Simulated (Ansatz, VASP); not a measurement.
TaN: VASP beside Ansatz

The input INCAR:

```
SYSTEM = TaN
ALGO = Normal ; EDIFF = 1E-6
ENCUT = 520 ; GGA = CA
ISIF = 2 ; ISMEAR = -1
LASPH = .TRUE. ; LCHARG = .FALSE.
LDAU = .TRUE. ; LDAUJ = 0 0
LDAUL = 2 -1 ; LDAUPRINT = 1
LDAUTYPE = 2 ; LDAUU = 3 0
LMAXMIX = 4 ; LREAL = .FALSE.
LWAVE = .FALSE. ; NBANDS = 15
NELM = 150 ; PREC = Accurate
SIGMA = 0.05
```

The input KPOINTS:

```
k-points
0
G
  10 10 9
  0 0 0
```

The input POSCAR:

```
TaN
1.0
    2.9380000000      0.0000000000      0.0000000000
   -1.4690000000      2.5443826363      0.0000000000
    0.0000000000      0.0000000000      2.8830000000
Ta N
1 1
Direct
    0.0000000000      0.0000000000      0.5000000000
    0.6666666667      0.3333333333      0.0000000000
```

input.yaml

```yaml
crystal:
  lattice:
    - [2.938, 0.0, 0.0]
    - [-1.469, 2.5443826363, 0.0]
    - [0.0, 0.0, 2.883]
  atoms:
    - { symbol: Ta, position: [0.0, 0.0, 0.5] }
    - { symbol: "N", position: [0.6666666667, 0.3333333333, 0.0] }
hamiltonian:
  xc: lda
  pseudopotentials: { kind: paw }
  hubbard: { sites: [{ species: Ta, l: d, u_eff: 3.0 }] }
kpoints:
  mp_grid: { grid: [10, 10, 9] }
  band_path:
    path:
      - [[0.0, 0.0, 0.0], [0.5, 0.0, 0.0], [0.3333333333, 0.3333333333, 0.0], [0.0, 0.0, 0.0], [0.0, 0.0, 0.5], [0.5, 0.0, 0.5], [0.3333333333, 0.3333333333, 0.5], [0.0, 0.0, 0.5]]
      - [[0.5, 0.0, 0.5], [0.5, 0.0, 0.0]]
      - [[0.3333333333, 0.3333333333, 0.0], [0.3333333333, 0.3333333333, 0.5]]
    npoints: 14
scf:
  occupations: { method: fermi_dirac, width: 0.05 }
  n_extra_bands: 6
output:
  forces: true
  stress: true
  eigenvalues: true
  fatbands: false
  write_density: true
  write_potential: true
  elf: true
  volumetric_format: npy
```

Alike in both runs: functional LDA; k mesh 10 × 10 × 9; occupations fermi-dirac, width 0.05 eV; no spin polarisation; Hubbard terms Ta d U = 3.0 eV.

```csv
,VASP,Ansatz
version,VASP 6.6.1,Ansatz 0.2.0
potentials or method,"VASP PAW LDA potentials, release 64 (Ta_pv, N)",Ansatz PAW
plane-wave cutoff (eV),520,420
valence electrons in the cell,16,18
task,single point,band structure
```

|  | VASP | Ansatz | Ansatz less VASP |
| --- | --- | --- | --- |
| gap on the k mesh at the Fermi level (eV) | none | none | - |
| pressure (GPa) | -0.4 | -9.0 | -8.65 |
| largest component of the traceless stress (GPa) | 0.17 | 1.75 | +1.580 |

The programs project onto different local orbitals, so the same U acts differently. A gap of «none» marks a metal or a gap that the smearing closes. The two sets of potentials don't hold the same shells in valence.

Caveats: U without spin polarisation on a metal has little footing; the pressure holds a Pulay correction of +0.6 GPa for the finite cutoff (Ansatz); spin-orbit coupling is left out, which moves the levels of the heavy elements (Ansatz); the PAW data sets come from PBE, with cores solved anew for the run's functional, which leaves a small shift of forces and pressure (Ansatz). The runs have no spin-orbit coupling, so splittings on Ta are missing.
